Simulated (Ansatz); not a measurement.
Optical constants of BN

Level of theory: Ansatz, DFT PBEsol, scalar-relativistic, plane waves, PAW. Cutoff 420 eV, 12×12×12 k-points (Γ-centred), Gaussian smearing of 0.01 eV. No spin polarisation.

Equilibrium structure at this level:
```
CELL_PARAMETERS angstrom
0.00000 1.80285 1.80285
1.80285 0.00000 1.80285
1.80285 1.80285 0.00000
ATOMIC_POSITIONS crystal
B 0.00000 0.00000 0.00000
N 0.75000 0.75000 0.75000
```

Independent-particle response (no local fields, no excitons) on a 18×18×18 mesh, broadened by 0.1 eV. Light polarised along x.

Problem. Tabulate n, κ, the reflectivity and the absorption coefficient against photon energy.

Solution.
```tsv
E (eV)	n	κ	R	α (10⁵ cm⁻¹)
0.3	2.18	0.00	0.14	0.00
0.6	2.19	0.00	0.14	0.00
0.9	2.19	0.00	0.14	0.00
1.2	2.19	0.00	0.14	0.00
1.5	2.20	0.00	0.14	0.00
1.8	2.20	0.00	0.14	0.00
2.1	2.21	0.00	0.14	0.00
2.4	2.22	0.00	0.14	0.00
2.7	2.23	0.00	0.14	0.00
3.0	2.24	0.00	0.15	0.00
3.3	2.25	0.00	0.15	0.00
3.6	2.26	0.00	0.15	0.00
3.9	2.28	0.00	0.15	0.00
4.2	2.29	0.00	0.15	0.00
4.5	2.31	0.00	0.16	0.00
4.8	2.33	0.00	0.16	0.00
5.1	2.36	0.00	0.16	0.00
5.4	2.38	0.00	0.17	0.00
5.7	2.41	0.00	0.17	0.00
6.0	2.45	0.00	0.18	0.00
6.3	2.48	0.00	0.18	0.00
6.6	2.53	0.00	0.19	0.00
6.9	2.58	0.00	0.19	0.00
7.2	2.63	0.00	0.20	0.00
7.5	2.70	0.00	0.21	0.00
7.8	2.78	0.00	0.22	0.00
8.1	2.88	0.00	0.23	0.00
8.4	3.02	0.00	0.25	0.00
8.7	3.25	0.01	0.28	0.10
9.0	3.45	0.28	0.31	2.55
9.3	3.62	0.47	0.33	4.40
9.6	3.69	0.80	0.35	7.82
9.9	3.49	1.17	0.35	11.73
10.2	3.38	1.20	0.34	12.42
10.5	3.37	1.29	0.35	13.70
10.8	3.40	1.41	0.36	15.39
11.1	3.45	1.59	0.38	17.87
11.4	3.47	1.86	0.41	21.54
11.7	3.47	2.20	0.44	26.06
12.0	3.20	2.79	0.50	33.98
```

Problem. Where is the highest local maximum of ε₂ between 0.3 and 12 eV?

Solution. At 9.9 eV, where ε₂ = 8.2.

Problem. How do the static value and the gaps compare?

Solution. ε₁(0) = 4.77; on the self-consistent k mesh the Kohn–Sham gap is 4.30 eV and the least direct gap 8.81 eV.

Cost: 1 run of about 0.11 core-minutes, on Intel Xeon 6975P-C (Granite Rapids) (shared hosts).